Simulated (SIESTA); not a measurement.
Runs of SIESTA 5.4.2 on SnO. Symmetry: P4/nmm, No. 129, tetragonal system. Conventional cell: a = 3.814 Å, b = 3.814 Å, c = 4.887 Å, α = 90.00°, β = 90.00°, γ = 90.00°. Around Sn (site symmetry 4mm) lie 4 O at 2.23 Å. O (site symmetry -4m2) is surrounded by 4 Sn at 2.23 Å. The cell is a database's computed one.

```csv
task,level,potentials or basis,gap on the mesh (eV),pressure (GPa),largest force (eV/Å)
band structure,vdW-DF-cx,"PseudoDojo 0.4 standard (PBE files), DZP (energy shift 0.003 Ry; two zetas on semicore shells)",0.41,3.9,(d)
band structure,AM05,"PseudoDojo 0.4 standard (PBEsol files), DZP (energy shift 0.003 Ry; two zetas on semicore shells)",0.39,(c),0.60
band structure,PBEsol,"PseudoDojo 0.4 standard (PBEsol files), DZP (energy shift 0.003 Ry; two zetas on semicore shells)",0.36,2.5,0.64
band structure,LDA,"PseudoDojo 0.4 standard (LDA files), DZP (energy shift 0.003 Ry; two zetas on semicore shells)",0.45,-0.5,(b)
band structure,BLYP,"PseudoDojo 0.4 standard (PBE files), DZP (energy shift 0.003 Ry; two zetas on semicore shells)",(a),11.6,1.18
```

Alike in all rows: no spin polarisation; cell as given; k mesh 7 × 7 × 6; smearing fermi-dirac 0.05 eV; grid cutoff 800 Ry; energy shift 0.003 Ry.

Question: Estimate the missing entries.

Answer: (a) 0.58; (b) 0.31; (c) 3.0; (d) 0.85.

Caveats: spin-orbit coupling is left out, which moves the levels of the heavy elements; the mesh misses the band edges, which the band path finds closer together; the basis of atomic orbitals isn't converged, which shifts pressures, moduli and gaps; the potentials were made for another functional, which shifts forces and pressure (some runs).

A k mesh can miss the band edges, and the runs leave out spin-orbit coupling on Sn.

Runs at the PBE level aren't shown here.
